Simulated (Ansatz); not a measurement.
**What a trial cell of Cr relaxes into**

Theory: Ansatz, DFT r2SCAN, scalar-relativistic, plane waves, PAW.

The start puts Cr on the beta-tungsten (A15) structure type (Pm-3n, No. 223), at a guessed volume.

Input of the last, converged step (default PAW datasets):

```yaml
crystal:
  lattice:
    - [4.5067907829, 0.0, 0.0]
    - [0.0, 4.5067907829, 0.0]
    - [0.0, 0.0, 4.5067907829]
  atoms:
    - { symbol: Cr, position: [0.5, 0.5, 0.5] }
    - { symbol: Cr, position: [0.0, 0.0, 0.0] }
    - { symbol: Cr, position: [0.25, 0.0, 0.5] }
    - { symbol: Cr, position: [0.5, 0.25, 0.0] }
    - { symbol: Cr, position: [0.5, 0.75, 0.0] }
    - { symbol: Cr, position: [0.75, 0.0, 0.5] }
    - { symbol: Cr, position: [0.0, 0.5, 0.75] }
    - { symbol: Cr, position: [0.0, 0.5, 0.25] }
basis:
  ecutwfc: 500
kpoints:
  mp_grid: { grid: [8, 8, 8] }
hamiltonian:
  xc: r2scan
scf:
  occupations: { method: gaussian, width: 0.1 }
output:
  forces: true
  stress: true
  eigenvalues: true
relax:
  adjacent_minimum: "off"
  f_tol: 0.01
  max_steps: 80
  cell: { stress_tol: 0.05 }
```

It can be run as:

```bash
ansatz run input.yaml --threads 1 --pin off --backend cpu --events-out ev --progress --plain --runs-dir out  # memory cap (--max-ram) not shown
```

The program printed at the end:

```
SCF converged after 6 iterations
Free energy (F): -27058.881244 eV
Harris-Foulkes:  -27058.881244 eV  (|F-HF|=1.09e-11)
Internal energy: -27058.862147 eV  (E = F + TS)
E sigma→0 (E₀):  -27058.871696 eV
Entropy (-TS):   -0.019097 eV (-2.387 meV/atom)
Fermi energy:    19.405129 eV
--- Per-component energies (eV) ---
  E_band       = -1277.882679
  E_kinetic    = 2752.289598
  E_local      = -9388.056124  (includes V_loc(G=0)·N_el)
  E_nonlocal   = 629.559705
  E_hartree    = 4104.869859
  E_xc         = -1105.485726
  E_vxc        = -1608.871075  (∫ρ·V_xc dr)
  E_paw        = -9617.538385  (= ΣΔE_a)
  E_vpaw       = -1974.081353  (= ΣTr[D̂ρ^β])
  E_aug_tail   = 0.001661  (compensation charges beyond the density's cutoff)
  E_vtau       = 101.535279  (kinetic-family band-sum trace: ∫τ·v_τ [+ j·A + Jᵃ·Aᵃ] dr)
  E_ewald      = -14432.324116
  E_core_change = -2.178619  (= ΣΔE_core)
  E_smearing   = -0.019097  (= −TS)
  E_closure    =  0.000000  (closes the sum)
  Σ components = -27058.881244   (vs F -27058.881244, Δ=0.00e0)
--- Forces (eV/Å), atoms counted from 1 ---
  atom   1  Cr     0.00000000     0.00000000     0.00000000
  atom   2  Cr     0.00000000     0.00000000     0.00000000
  atom   3  Cr     0.00000000     0.00000000     0.00000000
  atom   4  Cr     0.00000000     0.00000000     0.00000000
  atom   5  Cr     0.00000000     0.00000000     0.00000000
  atom   6  Cr     0.00000000     0.00000000     0.00000000
  atom   7  Cr     0.00000000     0.00000000     0.00000000
  atom   8  Cr     0.00000000     0.00000000     0.00000000
  max |Σ_I F_I| component: 6.94e-17 eV/Å
--- Stress (GPa, compression-positive) ---
        0.044919       0.000000       0.000000
        0.000000       0.044919       0.000000
        0.000000       0.000000       0.044919
  P = ⅓ Tr σ = 0.0449 GPa (0.449 kbar)
--- Relaxed structure (2 steps of the walk, 2 accepted, 1 SCFs on fresh bases) ---
  F+E_penalty+E_count = -27058.88124417 eV   max|allowed force component| = 5.840e-17 eV/Å   (the final SCF, on the basis selected at the relaxed cell)
  cell:  # Å, volume = 91.6311 Å³
    - [4.508315, 0.000000, 0.000000]
    - [0.000000, 4.508315, 0.0]
    - [0.000000, 0.0, 4.508315]
  atoms:
    - { symbol: Cr, position: [0.5, 0.5, 0.5] }
    - { symbol: Cr, position: [0.000000, 0.000000, 0.000000] }
    - { symbol: Cr, position: [0.25, 0.000000, 0.5] }
    - { symbol: Cr, position: [0.5, 0.25, 0.000000] }
    - { symbol: Cr, position: [0.5, 0.75, 0.000000] }
    - { symbol: Cr, position: [0.75, 0.000000, 0.5] }
    - { symbol: Cr, position: [0.000000, 0.5, 0.75] }
    - { symbol: Cr, position: [0.000000, 0.5, 0.25] }
```

Total energies depend on the potentials used, so only differences within one code and one set of settings carry meaning.

The result has space group Pm-3n (No. 223). Cr on Wyckoff site a (2 atoms of the primitive cell) is coordinated by 12 Cr at 2.52 Å; Cr on Wyckoff site c (6 atoms of the primitive cell) is coordinated by 2 Cr at 2.25 Å, 4 Cr at 2.52 Å and 8 Cr at 2.76 Å.

It lies 0.36 eV/atom above the element's standard state at the same level.

For metals, differences of a few meV/atom aren't resolved.

A structure relaxed within its symmetry needn't be a true minimum.